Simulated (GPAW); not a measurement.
# Si (Fd-3m) in GPAW: notebook

The runs below take Si through dielectric tensor, with AM05, PBEsol, PBE, RPBE, GLLB-SC.

Everything below comes from runs of GPAW 26.7.0. Logs are shortened: lines on timing, memory, paths and dates and some standing lists are left out, and cuts for length are marked. The log counts tension as positive stress, the text compression.

### 1 The crystal as given

It takes space group Fd-3m (No. 227, cubic). The conventional cell has a = 5.444 Å, b = 5.444 Å, c = 5.444 Å, α = 90.00°, β = 90.00°, γ = 90.00°. Si (site symmetry -43m) is surrounded by 4 Si at 2.36 Å.

### 2 Dielectric tensor, AM05

Contents of run.py:

```python
import numpy as np
from ase import Atoms
from ase.dft.bandgap import bandgap
from ase.io import write
from gpaw import GPAW, PW, setup_paths
from gpaw.response.df import DielectricFunction

setup_paths.insert(0, '.')

atoms = Atoms(['Si', 'Si'],
              cell=[[0.0, 2.7218511865, 2.7218511865],
                    [2.7218511865, 0.0, 2.7218511865],
                    [2.7218511865, 2.7218511865, 0.0]],
              scaled_positions=[[0.5, 0.5, 0.5],
                                [0.75, 0.75, 0.75]],
              pbc=True)

calc = GPAW(mode=PW(450),
            xc='AM05',
            kpts={'size': (7, 7, 7), 'gamma': True},
            occupations={'name': 'fermi-dirac', 'width': 0.001},
            nbands=11,
            convergence={'density': 1e-06},
            maxiter=150,
            txt='gpaw.txt')
atoms.calc = calc
energy = atoms.get_potential_energy()
calc.write('gs.gpw')
write('result.traj', atoms)
print(f'Energy: {energy:.6f} eV')
print('Fermi level:', round(calc.get_fermi_level(), 4), 'eV')
print(f'Gap: {bandgap(calc)[0]:.4f} eV, direct: {bandgap(calc, direct=True)[0]:.4f} eV')

for size in [(21, 21, 21)]:
    name = 'x'.join(str(n) for n in size)
    dense = calc.fixed_density(kpts={'size': size, 'gamma': True},
                               nbands=30, convergence={'bands': 24, 'eigenstates': 1e-7},
                               update_fermi_level=True, txt=f'dense-{name}.txt')
    dense.write(f'{name}.gpw', mode='all')
    df = DielectricFunction(f'{name}.gpw', frequencies=np.array([0.0]), hilbert=False, eta=0.001,
                            ecut=80, nbands=24, intraband=False, txt=f'df-{name}.txt')
    for xc in ['RPA']:
        for direction in ['x', 'y', 'z', [0, 1, 1], [1, 0, 1], [1, 1, 0]]:
            e0, e = df.get_macroscopic_dielectric_constant(xc=xc, direction=direction)
            print(f'{name} {xc} {direction}: {e0:.4f} without, {e:.4f} with local fields')
```

Potentials or basis: PAW data sets generated in the run's folder for this functional, pw.

Launch:

```bash
gpaw-setup -f AM05 Si
OMP_NUM_THREADS=1 python run.py
```

gpaw.txt:

```text
__  _  _
 | _ |_)|_||  |
 |__||  | ||/\| - 26.7.0

Input parameters:
  mode=PW(ecut=450.00000000000006),
  convergence={'density': 1e-06},
  kpts=MonkhorstPack(size=(7, 7, 7), gamma=True),
  maxiter=150,
  nbands=11,
  occupations=Occupations(name='fermi-dirac', width=0.001),
  xc=XC(name='AM05')

Diagonalizing LCAO Hamiltonian
Converting LCAO to pw mode

           Si

       Si

Atoms  # Å, Bohr magnetons
|   | symbol |        x |        y |        z |    initial magnetic moments |
|---|--------|----------|----------|----------|-----------------------------|
| 0 |     Si | 2.721851 | 2.721851 | 2.721851 | ( 0.0000,  0.0000,  0.0000) |
| 1 |     Si | 4.082777 | 4.082777 | 4.082777 | ( 0.0000,  0.0000,  0.0000) |

Unit cell  # Å
| periodic |        x |        y |        z |  lengths |    angles |
|----------|----------|----------|----------|----------|-----------|
|      yes | 0.000000 | 2.721851 | 2.721851 | 3.849279 | 60.000000 |
|      yes | 2.721851 | 0.000000 | 2.721851 | 3.849279 | 60.000000 |
|      yes | 2.721851 | 2.721851 | 0.000000 | 3.849279 | 60.000000 |

Number of symmetries: 24
Symmetry operations  # r_c * U_cc + t_c -> r_c
|    | kind |            matrix            |
|----|------|------------------------------|
|  0 |  E   |  1, 0, 0,  0, 1, 0,  0, 0, 1 |
|  1 |  σ   |  1, 0, 0,  0, 0, 1,  0, 1, 0 |
|  2 |  σ   |  1, 0,-1,  0, 1,-1,  0, 0,-1 |
|  3 |  C3  |  1, 0,-1,  0, 0,-1,  0, 1,-1 |
|  4 |  C3  |  1,-1, 0,  0,-1, 1,  0,-1, 0 |
|  5 |  σ   |  1,-1, 0,  0,-1, 0,  0,-1, 1 |
|  6 |  σ   |  0, 1, 0,  1, 0, 0,  0, 0, 1 |
|  7 |  C3  |  0, 1, 0,  0, 0, 1,  1, 0, 0 |
|  8 |  C2  |  0, 1,-1,  1, 0,-1,  0, 0,-1 |
|  9 |  S4  |  0, 1,-1,  0, 0,-1,  1, 0,-1 |
| 10 |  C3  |  0, 0, 1,  1, 0, 0,  0, 1, 0 |
| 11 |  σ   |  0, 0, 1,  0, 1, 0,  1, 0, 0 |
| 12 |  S4  |  0, 0,-1,  1, 0,-1,  0, 1,-1 |
| 13 |  C3  |  0, 0,-1,  0, 1,-1,  1, 0,-1 |
| 14 |  S4  |  0,-1, 1,  1,-1, 0,  0,-1, 0 |
| 15 |  C2  |  0,-1, 1,  0,-1, 0,  1,-1, 0 |
| 16 |  C3  |  0,-1, 0,  1,-1, 0,  0,-1, 1 |
| 17 |  S4  |  0,-1, 0,  0,-1, 1,  1,-1, 0 |
| 18 |  S4  | -1, 1, 0, -1, 0, 1, -1, 0, 0 |
| 19 |  C3  | -1, 1, 0, -1, 0, 0, -1, 0, 1 |
| 20 |  C3  | -1, 0, 1, -1, 1, 0, -1, 0, 0 |
| 21 |  S4  | -1, 0, 1, -1, 0, 0, -1, 1, 0 |
| 22 |  σ   | -1, 0, 0, -1, 1, 0, -1, 0, 1 |
| 23 |  C2  | -1, 0, 0, -1, 0, 1, -1, 1, 0 |

BZ-sampling:
  Number of BZ points: 343
  Number of IBZ points: 20

  Monkhorst-Pack size: [7, 7, 7]
  Monkhorst-Pack shift: [0, 0, 0]

K-points  # in reciprocal-cell coordinates
|     |                                coordinates |     weight |
|-----|--------------------------------------------|------------|
|   0 | (  0.00000000,   0.00000000,   0.00000000) | 0.00291545 |
|   1 | (  0.14285714,   0.14285714,   0.00000000) | 0.01749271 |
|   2 | (  0.14285714,   0.14285714,   0.14285714) | 0.02332362 |
|   3 | (  0.28571429,   0.14285714,   0.14285714) | 0.03498542 |
|   4 | (  0.28571429,   0.28571429,   0.00000000) | 0.01749271 |
|   5 | (  0.28571429,   0.28571429,   0.14285714) | 0.06997085 |
|   6 | (  0.28571429,   0.28571429,   0.28571429) | 0.02332362 |
|   7 | (  0.42857143,  -0.28571429,  -0.28571429) | 0.03498542 |
|   8 | (  0.42857143,   0.28571429,  -0.42857143) | 0.13994169 |
|   9 | (  0.42857143,   0.28571429,  -0.28571429) | 0.06997085 |
| ... |                                            |            |
|  19 | (  0.42857143,   0.42857143,   0.42857143) | 0.02332362 |

Plane wave coefficients: 893
Cutoff: 450.00000000000006 eV

Spin-components: 1 (collinear spins)
Bands:           11
Projectors:      10
Spin-degeneracy: 2
Datatype:        complex128

Parallelization:
  kpt:    1
  domain: 1
  band:   1

Density:
  Valence electrons: 8.0
  Components: 1
  Grid points: [20 20 20]
  Charge: 0.0  # |e|

Potential:
  Grid points: [20 20 20]

species:
  Si:
    name:    Silicon
    Z:       14.0
    valence: 4
    core:    10
    charge:  0.0  # [|e|]
    compensation charges:
      type: gauss
      rc: 0.33  # [Å]
      lmax: 2
    cutoffs:
      filter: 1.86  # [Å]
      core: 2.06  # [Å]
    projectors
    | kind |    occ | energy [eV] | rcut [Å] |
    |------|--------|-------------|----------|
    |   3s |  2.000 |     -10.727 |    1.058 |
    |   3p |  2.000 |      -4.032 |    1.058 |
    |    s |        |      16.485 |    1.058 |
    |    p |        |      23.180 |    1.058 |
    |    d |        |       0.000 |    1.058 |

    Using partial waves for Si as LCAO basis

Reference energy: -15723.590491  # eV

eigensolver:
  PPCG
  Converge bands: occupied
  niter=2

density mixing:
  MSR1-Mixer
  Pratt-step length: 0.05
  Maximum mixing coefficient: 0.75
  Old densities: 10
  SVD Regularization: 0.005
  Good broyden scale: 1.0
  Trust region scale: 1.0
  Backstep threshold: 4.0
  History deletion threshold: 6.0
  Fourier metric: weight=20.0, sigma=0.015

occupation numbers:
  Fermi-Dirac:
    width: 0.0010  # eV

poisson solver:
  ecut: 3600.0000000000005  # eV

xc functional:
  name: AM05 with 2 nearest neighbor stencil

convergence criteria:
- Maximum integral of absolute [dens]ity change: 1e-06 electrons / valence electron
- Maximum [total energy] change in last 3 cyles: 0.0005 eV / valence electron
- Maximum integral of absolute [eigenst]ate change: 4e-08 eV^2 / valence electron
maximum number of iterations: 150

SCF iterations
|iter     | |      energy | eigst |  dens |
|---------|-|-------------|-------|-------|
|iter:   1| |  -11.186099 | -0.10 |       |
|iter:   2| |  -11.172581 | -2.57 | -0.82 |
|iter:   3| |  -11.064769 | -2.20 | -0.84 |
|iter:   4| |  -11.062921 | -3.13 | -1.47 |
|iter:   5| |  -11.062996c| -4.98 | -2.39 |
|iter:   6| |  -11.063000c| -6.77 | -3.34 |
|iter:   7| |  -11.063000c| -7.74c| -3.80 |
|iter:   8| |  -11.063000c| -8.58c| -4.92 |
|iter:   9| |  -11.063000c| -9.15c| -5.44 |
|iter:  10| |  -11.063000c|-10.07c| -6.10c|

Converged in 10 steps
Energy contributions relative to reference atoms: (reference = -15723.590491)

Energy contributions:
  Kinetic:          14.757079
  Coulomb:         -13.083016
  Zero:             -0.026606
  External:          0.000000
  Xc:              -12.710458
  Entropy:          -0.000000
  Spinorbit:         0.000000
  ----------------------------
  Free energy:     -11.063000
  Extrapolated:    -11.063000

dipole moment: (3.545835, 3.545835, 3.545835)  # |e|*Ang

Fermi level: 5.263
Eigenvalues  # (at kpt = [0.000, 0.000, 0.000])
| band index |      eig [eV] | occ [0-2] |
|------------|---------------|-----------|
|          0 |        -6.686 |     2.000 |
|          1 |         5.239 |     2.000 |
|          2 |         5.239 |     2.000 |
|          3 |         5.239 |     2.000 |
|          4 |         7.733 |     0.000 |
|          5 |         7.733 |     0.000 |
|          6 |         7.733 |     0.000 |
|          7 |         8.516 |     0.000 |
|          8 |        12.894 |     0.000 |
|          9 |        12.894 |     0.000 |
|         10 |        13.132 |     0.000 |

Gap: 0.517 eV
Transition (v -> c):
  (s=0, k=0, n=3, [0.00, 0.00, 0.00]) -> (s=0, k=16, n=4, [0.43, 0.43, 0.00])
Direct/indirect transitions are different
Direct gap: 2.494 eV
Transition at: (s=0, k=0, n=3, [0.00, 0.00, 0.00])
# Writing to gs.gpw (mode='')
```

stdout:

```text
Energy: -11.063000 eV
Fermi level: 5.2631 eV
Gap: 0.5167 eV, direct: 2.4944 eV
21x21x21 RPA x: 13.6673 without, 12.2493 with local fields
21x21x21 RPA y: 13.6673 without, 12.2493 with local fields
21x21x21 RPA z: 13.6673 without, 12.2493 with local fields
21x21x21 RPA [0, 1, 1]: 13.6673 without, 12.2493 with local fields
21x21x21 RPA [1, 0, 1]: 13.6673 without, 12.2493 with local fields
21x21x21 RPA [1, 1, 0]: 13.6673 without, 12.2493 with local fields
```

Run time: 54 s. Hardware: 1 thread of INTEL XEON PLATINUM 8581C at 2.30GHz (Emerald Rapids), shared host; peak memory 0.38 GiB.

What came out:

| Quantity | Value |
| --- | --- |
| Free energy | -11.0630 eV |
| Band gap on the k mesh | 0.52 eV, indirect (least direct gap 2.49 eV) |
| Electronic dielectric tensor (diagonal) | 12.25 |

Electronic dielectric tensor:
```
12.25  0.00  0.00
 0.00 12.25  0.00
 0.00  0.00 12.25
```

Caveat: the gap is small at this level, which inflates the dielectric constant; the long-wavelength limit can be off by a per cent or two; an odd mesh through Γ misses points on the zone boundary, where band edges often lie. AM05 gaps usually lie below the measured ones, often by a third to a half.

### 3 Dielectric tensor, PBEsol

Edit run.py of step 2 so:

```diff
@@ -18,3 +18,3 @@
 calc = GPAW(mode=PW(450),
-            xc='AM05',
+            xc='PBEsol',
             kpts={'size': (7, 7, 7), 'gamma': True},
```

Potentials or basis: PAW data sets generated in the run's folder for this functional, pw.

Launch:

```bash
gpaw-setup -f PBEsol Si
OMP_NUM_THREADS=1 python run.py
```

gpaw.txt:

```text
__  _  _
 | _ |_)|_||  |
 |__||  | ||/\| - 26.7.0

Input parameters:
  mode=PW(ecut=450.00000000000006),
  convergence={'density': 1e-06},
  kpts=MonkhorstPack(size=(7, 7, 7), gamma=True),
  maxiter=150,
  nbands=11,
  occupations=Occupations(name='fermi-dirac', width=0.001),
  xc=XC(name='PBEsol')

Diagonalizing LCAO Hamiltonian
Converting LCAO to pw mode

           Si

       Si

Atoms  # Å, Bohr magnetons
|   | symbol |        x |        y |        z |    initial magnetic moments |
|---|--------|----------|----------|----------|-----------------------------|
| 0 |     Si | 2.721851 | 2.721851 | 2.721851 | ( 0.0000,  0.0000,  0.0000) |
| 1 |     Si | 4.082777 | 4.082777 | 4.082777 | ( 0.0000,  0.0000,  0.0000) |

Unit cell  # Å
| periodic |        x |        y |        z |  lengths |    angles |
|----------|----------|----------|----------|----------|-----------|
|      yes | 0.000000 | 2.721851 | 2.721851 | 3.849279 | 60.000000 |
|      yes | 2.721851 | 0.000000 | 2.721851 | 3.849279 | 60.000000 |
|      yes | 2.721851 | 2.721851 | 0.000000 | 3.849279 | 60.000000 |

Number of symmetries: 24
Symmetry operations  # r_c * U_cc + t_c -> r_c
|    | kind |            matrix            |
|----|------|------------------------------|
|  0 |  E   |  1, 0, 0,  0, 1, 0,  0, 0, 1 |
|  1 |  σ   |  1, 0, 0,  0, 0, 1,  0, 1, 0 |
|  2 |  σ   |  1, 0,-1,  0, 1,-1,  0, 0,-1 |
|  3 |  C3  |  1, 0,-1,  0, 0,-1,  0, 1,-1 |
|  4 |  C3  |  1,-1, 0,  0,-1, 1,  0,-1, 0 |
|  5 |  σ   |  1,-1, 0,  0,-1, 0,  0,-1, 1 |
|  6 |  σ   |  0, 1, 0,  1, 0, 0,  0, 0, 1 |
|  7 |  C3  |  0, 1, 0,  0, 0, 1,  1, 0, 0 |
|  8 |  C2  |  0, 1,-1,  1, 0,-1,  0, 0,-1 |
|  9 |  S4  |  0, 1,-1,  0, 0,-1,  1, 0,-1 |
| 10 |  C3  |  0, 0, 1,  1, 0, 0,  0, 1, 0 |
| 11 |  σ   |  0, 0, 1,  0, 1, 0,  1, 0, 0 |
| 12 |  S4  |  0, 0,-1,  1, 0,-1,  0, 1,-1 |
| 13 |  C3  |  0, 0,-1,  0, 1,-1,  1, 0,-1 |
| 14 |  S4  |  0,-1, 1,  1,-1, 0,  0,-1, 0 |
| 15 |  C2  |  0,-1, 1,  0,-1, 0,  1,-1, 0 |
| 16 |  C3  |  0,-1, 0,  1,-1, 0,  0,-1, 1 |
| 17 |  S4  |  0,-1, 0,  0,-1, 1,  1,-1, 0 |
| 18 |  S4  | -1, 1, 0, -1, 0, 1, -1, 0, 0 |
| 19 |  C3  | -1, 1, 0, -1, 0, 0, -1, 0, 1 |
| 20 |  C3  | -1, 0, 1, -1, 1, 0, -1, 0, 0 |
| 21 |  S4  | -1, 0, 1, -1, 0, 0, -1, 1, 0 |
| 22 |  σ   | -1, 0, 0, -1, 1, 0, -1, 0, 1 |
| 23 |  C2  | -1, 0, 0, -1, 0, 1, -1, 1, 0 |

BZ-sampling:
  Number of BZ points: 343
  Number of IBZ points: 20

  Monkhorst-Pack size: [7, 7, 7]
  Monkhorst-Pack shift: [0, 0, 0]

K-points  # in reciprocal-cell coordinates
|     |                                coordinates |     weight |
|-----|--------------------------------------------|------------|
|   0 | (  0.00000000,   0.00000000,   0.00000000) | 0.00291545 |
|   1 | (  0.14285714,   0.14285714,   0.00000000) | 0.01749271 |
|   2 | (  0.14285714,   0.14285714,   0.14285714) | 0.02332362 |
|   3 | (  0.28571429,   0.14285714,   0.14285714) | 0.03498542 |
|   4 | (  0.28571429,   0.28571429,   0.00000000) | 0.01749271 |
|   5 | (  0.28571429,   0.28571429,   0.14285714) | 0.06997085 |
|   6 | (  0.28571429,   0.28571429,   0.28571429) | 0.02332362 |
|   7 | (  0.42857143,  -0.28571429,  -0.28571429) | 0.03498542 |
|   8 | (  0.42857143,   0.28571429,  -0.42857143) | 0.13994169 |
|   9 | (  0.42857143,   0.28571429,  -0.28571429) | 0.06997085 |
| ... |                                            |            |
|  19 | (  0.42857143,   0.42857143,   0.42857143) | 0.02332362 |

Plane wave coefficients: 893
Cutoff: 450.00000000000006 eV

Spin-components: 1 (collinear spins)
Bands:           11
Projectors:      10
Spin-degeneracy: 2
Datatype:        complex128

Parallelization:
  kpt:    1
  domain: 1
  band:   1

Density:
  Valence electrons: 8.0
  Components: 1
  Grid points: [20 20 20]
  Charge: 0.0  # |e|

Potential:
  Grid points: [20 20 20]

species:
  Si:
    name:    Silicon
    Z:       14.0
    valence: 4
    core:    10
    charge:  0.0  # [|e|]
    compensation charges:
      type: gauss
      rc: 0.33  # [Å]
      lmax: 2
    cutoffs:
      filter: 1.86  # [Å]
      core: 2.06  # [Å]
    projectors
    | kind |    occ | energy [eV] | rcut [Å] |
    |------|--------|-------------|----------|
    |   3s |  2.000 |     -10.768 |    1.058 |
    |   3p |  2.000 |      -4.057 |    1.058 |
    |    s |        |      16.444 |    1.058 |
    |    p |        |      23.155 |    1.058 |
    |    d |        |       0.000 |    1.058 |

    Using partial waves for Si as LCAO basis

Reference energy: -15743.393420  # eV

eigensolver:
  PPCG
  Converge bands: occupied
  niter=2

density mixing:
  MSR1-Mixer
  Pratt-step length: 0.05
  Maximum mixing coefficient: 0.75
  Old densities: 10
  SVD Regularization: 0.005
  Good broyden scale: 1.0
  Trust region scale: 1.0
  Backstep threshold: 4.0
  History deletion threshold: 6.0
  Fourier metric: weight=20.0, sigma=0.015

occupation numbers:
  Fermi-Dirac:
    width: 0.0010  # eV

poisson solver:
  ecut: 3600.0000000000005  # eV

xc functional:
  name: PBEsol with 2 nearest neighbor stencil

convergence criteria:
- Maximum integral of absolute [dens]ity change: 1e-06 electrons / valence electron
- Maximum [total energy] change in last 3 cyles: 0.0005 eV / valence electron
- Maximum integral of absolute [eigenst]ate change: 4e-08 eV^2 / valence electron
maximum number of iterations: 150

SCF iterations
|iter     | |      energy | eigst |  dens |
|---------|-|-------------|-------|-------|
|iter:   1| |  -11.610231 | -0.09 |       |
|iter:   2| |  -11.595206 | -2.56 | -0.81 |
|iter:   3| |  -11.471310 | -2.24 | -0.84 |
|iter:   4| |  -11.469124 | -3.23 | -1.48 |
|iter:   5| |  -11.469197c| -5.07 | -2.31 |
|iter:   6| |  -11.469202c| -6.72 | -3.30 |
|iter:   7| |  -11.469202c| -7.78c| -3.73 |
|iter:   8| |  -11.469202c| -8.66c| -4.98 |
|iter:   9| |  -11.469202c| -9.57c| -5.48 |
|iter:  10| |  -11.469202c|-10.55c| -6.23c|

Converged in 10 steps
Energy contributions relative to reference atoms: (reference = -15743.393420)

Energy contributions:
  Kinetic:          14.724983
  Coulomb:         -13.069394
  Zero:             -0.022789
  External:          0.000000
  Xc:              -13.102002
  Entropy:          -0.000000
  Spinorbit:         0.000000
  ----------------------------
  Free energy:     -11.469202
  Extrapolated:    -11.469202

dipole moment: (3.552466, 3.552466, 3.552466)  # |e|*Ang

Fermi level: 5.225
Eigenvalues  # (at kpt = [0.000, 0.000, 0.000])
| band index |      eig [eV] | occ [0-2] |
|------------|---------------|-----------|
|          0 |        -6.743 |     2.000 |
|          1 |         5.199 |     2.000 |
|          2 |         5.199 |     2.000 |
|          3 |         5.199 |     2.000 |
|          4 |         7.716 |     0.000 |
|          5 |         7.716 |     0.000 |
|          6 |         7.716 |     0.000 |
|          7 |         8.434 |     0.000 |
|          8 |        12.886 |     0.000 |
|          9 |        12.886 |     0.000 |
|         10 |        12.907 |     0.000 |

Gap: 0.473 eV
Transition (v -> c):
  (s=0, k=0, n=3, [0.00, 0.00, 0.00]) -> (s=0, k=16, n=4, [0.43, 0.43, 0.00])
Direct/indirect transitions are different
Direct gap: 2.517 eV
Transition at: (s=0, k=0, n=3, [0.00, 0.00, 0.00])
# Writing to gs.gpw (mode='')
```

It took 54 s on 1 thread of INTEL XEON PLATINUM 8581C at 2.30GHz (Emerald Rapids), shared host; peak memory 0.38 GiB.

What came out:

| Property | Result |
| --- | --- |
| Free energy | -11.4692 eV |
| Band gap on the k mesh | 0.47 eV, indirect (least direct gap 2.52 eV) |
| Electronic dielectric tensor (diagonal) | 12.45 |

Electronic dielectric tensor:
```
12.45  0.00  0.00
 0.00 12.45  0.00
 0.00  0.00 12.45
```

Caveat: the gap is small at this level, which inflates the dielectric constant; the long-wavelength limit can be off by a per cent or two; an odd mesh through Γ misses points on the zone boundary, where band edges often lie.

(Part 1 of 3 ends here.)
